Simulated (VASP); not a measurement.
A run of VASP 6.6.1:

INCAR

```
PREC = Accurate
ENCUT = 600
EDIFF = 1E-6
ISMEAR = 1
SIGMA = 0.1
LREAL = F
LASPH = T
NELM = 80
ALGO = Normal
ISIF = 3
LWAVE = F
LCHARG = F
GGA = PE
IBRION = 2
NSW = 90
EDIFFG = -0.01
```

File KPOINTS:

```
regular mesh
0
Gamma
  16 16 16
```

Contents of POSCAR:

```
Al
1.0
    0.0000000000      2.0248050000      2.0248050000
    2.0248050000      0.0000000000      2.0248050000
    2.0248050000      2.0248050000      0.0000000000
Al
1
Direct
    0.0000000000      0.0000000000      0.0000000000
```

Potentials or basis: VASP PAW PBE potentials, release 64 (Al).

Command:

```sh
$ cat potpaw_PBE.64/Al/POTCAR > POTCAR
$ mpirun -np 1 vasp_std > vasp.out
```

Hardware: 1 thread of Intel(R) Xeon(R) Platinum 8259CL CPU @ 2.50GHz (Skylake/Cascade Lake), with other jobs on the host.

Task: How long does it take, and how much memory?

Result: It took 9.9 s on 1 thread of Intel(R) Xeon(R) Platinum 8259CL CPU @ 2.50GHz (Skylake/Cascade Lake), with other jobs on the host, peak memory 0.14 GiB. Counts: scf iterations 16, k points 145, ion steps 3.
